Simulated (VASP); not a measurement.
# InSb in VASP: how settings move the PBE single point

Aim: see what changed inputs do to the PBE single point of InSb in the zincblende structure, under +1.1 % strain along z alone.

The runs shown are made with VASP 6.6.1. PAW datasets, plane waves. Spin-unpolarised (in the reference); all numbers are computed.

### 1 The cell

The cell comes from an earlier relaxation with r2SCAN in another program, then strained, with the atoms relaxed again. Some of the altered inputs switch spin polarisation on.

It is tetragonal, I-4m2 (No. 119); conventional cell a = 4.638 Å, c = 6.632 Å, 35.67 Å³ an atom. Near In stand 4 Sb at 2.85 Å; near Sb stand 4 In at 2.85 Å.

Coordinates:

```cif
data_structure
_symmetry_space_group_name_H-M 'P 1'
_symmetry_Int_Tables_number 1
_cell_length_a 4.6640
_cell_length_b 4.6640
_cell_length_c 4.6379
_cell_angle_alpha 60.185
_cell_angle_beta 60.185
_cell_angle_gamma 59.631
_cell_volume 71.33
loop_
_atom_site_label
_atom_site_type_symbol
_atom_site_fract_x
_atom_site_fract_y
_atom_site_fract_z
_atom_site_occupancy
In1 In 0.00000 0.00000 0.00000 1
Sb1 Sb 0.25000 0.25000 0.25000 1
```

### 2 Baseline

The input, INCAR:

```
ENCUT = 520.000000
SIGMA = 0.020000
EDIFF = 1.00e-07
GGA = PE
PREC = Accurate
IBRION = -1
ISIF = 2
ISMEAR = -1
NBANDS = 16
NELM = 120
NSW = 0
LASPH = .TRUE.
LCHARG = .TRUE.
LELF = .TRUE.
LWAVE = .FALSE.
LREAL = .FALSE.
```

The input, KPOINTS:

```
KPOINTS created by Atomic Simulation Environment
0
Gamma
6 6 6
0 0 0
```

The input, POSCAR:

```
In Sb
 1.0000000000000000
     0.0000000000000000    3.2795130145000000    3.3162435602999998
     3.2795130145000000    0.0000000000000000    3.3162435602999998
     3.2795130145000000    3.2795130145000000    0.0000000000000000
 In  Sb
   1   1
Cartesian
  0.0000000000000000  0.0000000000000000  0.0000000000000000
  1.6397565072500004  1.6397565072500004  1.6581217801499999
```

A file KPOINTS_OPT adds named points for the levels; it doesn't enter the self-consistent loop.

Potentials: the recommended PBE PAW datasets, 18 valence electrons.

Run with:

```
> mpirun -np 1 vasp_std
```

### 3 Variant 1

The input, INCAR:

```
ENCUT = 520.000000
PREC = Accurate
IBRION = -1
ISIF = 2
NBANDS = 16
NSW = 0
LASPH = .TRUE.
LCHARG = .FALSE.
LWAVE = .FALSE.
LREAL = .FALSE.
GGA = PE
EDIFF = 1e-05
ISMEAR = 2
SIGMA = 0.2
NELM = 87
```

KPOINTS is that of step 2.

POSCAR is that of step 2.

### 4 Variant 2

The input, INCAR:

```
ENCUT = 520.000000
EDIFF = 1.00e-07
GGA = PE
PREC = Accurate
IBRION = -1
ISIF = 2
NBANDS = 16
NSW = 0
LASPH = .TRUE.
LCHARG = .FALSE.
LWAVE = .FALSE.
LREAL = .FALSE.
ISPIN = 2
MAGMOM = -0.5 0.5
ISMEAR = -4
SIGMA = 0.005
NELMIN = 8
NELM = 72
```

KPOINTS is that of step 2.

POSCAR is that of step 2.

### 5 Variant 3

The input, INCAR:

```
SIGMA = 0.020000
EDIFF = 1.00e-07
GGA = PE
PREC = Accurate
IBRION = -1
ISIF = 2
ISMEAR = -1
NBANDS = 16
NSW = 0
LASPH = .TRUE.
LCHARG = .FALSE.
LWAVE = .FALSE.
LREAL = .FALSE.
ENCUT = 250
ALGO = VeryFast
NELM = 66
```

KPOINTS is that of step 2.

POSCAR is that of step 2.

Before running it: what results should come out? Wanted: for each run, changed; ending; energy change; pressure; electronic steps; usable.

As calculated:

| run | changed | ending | energy change (meV/atom) | pressure (GPa) | gap on the mesh (eV; negative: overlap) | electronic steps | time | usable |
| --- | --- | --- | --- | --- | --- | --- | --- | --- |
| ref. | – | converged | 0 | 1.0 | 0.00 | 15 | 54 s | yes |
| 1 | EDIFF = 1e-05, ISMEAR = 2, SIGMA = 0.2, NELM = 87 | converged | -0.1 | 1.0 | 0.00 | 12 | 32 s | yes |
| 2 | ISPIN = 2, MAGMOM = -0.5 0.5, ISMEAR = -4, SIGMA = 0.005, NELMIN = 8, NELM = 72 | converged | 0.1 | 1.0 | – | 16 | 1.9 min | yes |
| 3 | ENCUT = 250, ALGO = VeryFast, NELM = 66 | converged | 0.4 | 0.9 | 0.00 | 24 | 13 s | yes |

**Reading.** Of 3 altered inputs, 3 gave usable results. Among the usable ones with comparable energies, «ENCUT = 250, ALGO = VeryFast, NELM = 66» moves the energy most, by 0.4 meV/atom.
